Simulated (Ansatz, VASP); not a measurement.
**Two plane-wave programs on TiO**

The input POSCAR:

```
TiO
1.0
    2.8516080131      0.0000000000      0.0000000000
   -1.4258040066      2.4695649810      0.0000000000
    0.0000000000      0.0000000000      5.5675030000
Ti O
2 2
Direct
    0.3333333333      0.6666666667      0.2500000000
    0.6666666667      0.3333333333      0.7500000000
    0.0000000000      0.0000000000      0.0000000000
    0.0000000000      0.0000000000      0.5000000000
```

File INCAR.step1:

```
  PREC = Accurate
  ENCUT = 520
  ISMEAR = 0
  SIGMA = 0.1
  LREAL = False
  LASPH = True
  NELM = 60
  NBANDS = 26
  GGA = PE
  ALGO = Normal
  EDIFF = 1E-4
  LWAVE = True
  LCHARG = False
```

Contents of INCAR.step2:

```
  PREC = Accurate
  ENCUT = 520
  EDIFF = 1E-7
  ISMEAR = 0
  SIGMA = 0.1
  LREAL = False
  LASPH = True
  NELM = 60
  ALGO = Normal
  ISIF = 2
  LWAVE = False
  LCHARG = False
  METAGGA = R2SCAN
  LMIXTAU = True
  NBANDS = 26
  ISTART = 1
```

Contents of KPOINTS:

```
regular mesh
0
Gamma
  12 12 6
```

Input for Ansatz:

```yaml
crystal:
  lattice:
    - [2.8516080131, 0.0, 0.0]
    - [-1.4258040066, 2.469564981, 0.0]
    - [0.0, 0.0, 5.567503]
  atoms:
    - { symbol: Ti, position: [0.3333333333, 0.6666666667, 0.25] }
    - { symbol: Ti, position: [0.6666666667, 0.3333333333, 0.75] }
    - { symbol: O, position: [0.0, 0.0, 0.0] }
    - { symbol: O, position: [0.0, 0.0, 0.5] }
basis:
  ecutwfc: 500
kpoints:
  mp_grid: { grid: [12, 12, 6] }
hamiltonian:
  xc: r2scan
scf:
  occupations: { method: gaussian, width: 0.1 }
output:
  forces: true
  stress: true
  eigenvalues: true
```

Alike in both runs: task single point; functional r2SCAN; k mesh 12 × 12 × 6; occupations gaussian, width 0.1 eV; no spin polarisation.

|  | VASP | Ansatz |
| --- | --- | --- |
| version | VASP 6.6.1 | Ansatz 0.2.0 |
| potentials or method | VASP PAW PBE potentials, release 64 (Ti_sv, O) | scalar-relativistic, plane waves, PAW |
| plane-wave cutoff (eV) | 520 | 500 |
| valence electrons in the cell | 36 | 36 |

```tsv
	VASP	Ansatz	Ansatz less VASP
gap on the k mesh at the Fermi level (eV)	none	none	-
pressure (GPa)	-3.6	-5.3	-1.69
largest component of the traceless stress (GPa)	1.10	0.84	-0.262
```

A gap of «none» marks a metal or a gap that the smearing closes. With one functional, cell and mesh, what is left measures potentials, basis and numerics.

Caveats: the PAW data sets were made with another functional, which shifts forces and pressure a little (VASP); semilocal functionals often make such compounds metallic where correlation or magnetic order opens a gap, which also shifts bond lengths.
